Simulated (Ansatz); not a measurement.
## What strain does to LiCl (zincblende)

LiCl (zincblende), relaxed with r2SCAN in the plane-wave code Ansatz. Space group F-43m (No. 216), cubic; conventional cell a = 5.466 Å, 20.41 Å³ an atom. Around Li lie 4 Cl at 2.37 Å; around Cl lie 4 Li at 2.37 Å.

The axes x, y and z are those of this cell:
```
Li Cl
1.0
     0.00000    2.73304    2.73304
     2.73304    0.00000    2.73304
     2.73304    2.73304    0.00000
Li Cl
1 1
Cartesian
  0.0000 0.0000 0.0000
  1.3665 1.3665 1.3665
```

Unstrained: PBE gives a direct gap of 6.049 eV at Γ. With r2SCAN the gap is 6.713 eV and direct, at Γ. HSE06 gives a direct gap of 7.385 eV at Γ. Meshes: PBE 8×8×8, r2SCAN 8×8×8, HSE06 6×6×6. Strains are changes of length per length, and xy shears are angles. After each strain the atoms were relaxed again with r2SCAN within the symmetry that the strain leaves, so tilts or polar shifts that break it weren't tested; points keep the names that they have in the unstrained zone. Note: simulated data, non-magnetic, for a generated structure that need not be the stable one.

Changes of the least gap in eV (an overlap counts as a negative gap):
```csv
strain,volume change (%),space group,PBE,r2SCAN,HSE06,"energy rise, r2SCAN (meV/atom)"
"epitaxial -3.46 % in the plane normal to [111], free normal strain +2.64 %",-4.3,R3m,+0.021,+0.025,+0.026,8.1
isotropic +2.83 % on every length,+8.7,F-43m,-0.281,-0.300,-0.301,10.9
"xy shear, engineering strain (angle) -1.18 %",0.0,Imm2,-0.024,-0.026,-0.026,0.1
```

Epitaxial -3.46 % in the plane normal to [111], free normal strain +2.64 %. HSE06: the gap goes from 7.385 to 7.411 eV (+0.026 eV); with r2SCAN the top three valence levels at Γ, degenerate before, become 2+1 from the top over 303 meV. Stress change with r2SCAN, compression positive: xx +1.25, yy +1.25, zz +1.25, xy -0.64, xz -0.64, yz -0.64 GPa.

Isotropic +2.83 % on every length. HSE06: the gap goes from 7.385 to 7.084 eV (-0.301 eV). Stress change with r2SCAN, compression positive: xx -1.84, yy -1.84, zz -1.84 GPa. For HSE06, dE_g/d ln V = -3.6 eV over this step.

Xy shear, engineering strain (angle) -1.18 %. HSE06: the gap goes from 7.385 to 7.359 eV (-0.026 eV); with r2SCAN the top three valence levels at Γ, degenerate before, become 1+1+1 from the top over 49 meV. Stress change with r2SCAN, compression positive: xx 0.00, yy 0.00, zz 0.00, xy +0.17 GPa.

The meshes of the hybrids are coarse, so their gaps aren't converged to the digits shown.

The splittings at Γ are without spin-orbit coupling, which regroups them where it is of like size or larger.
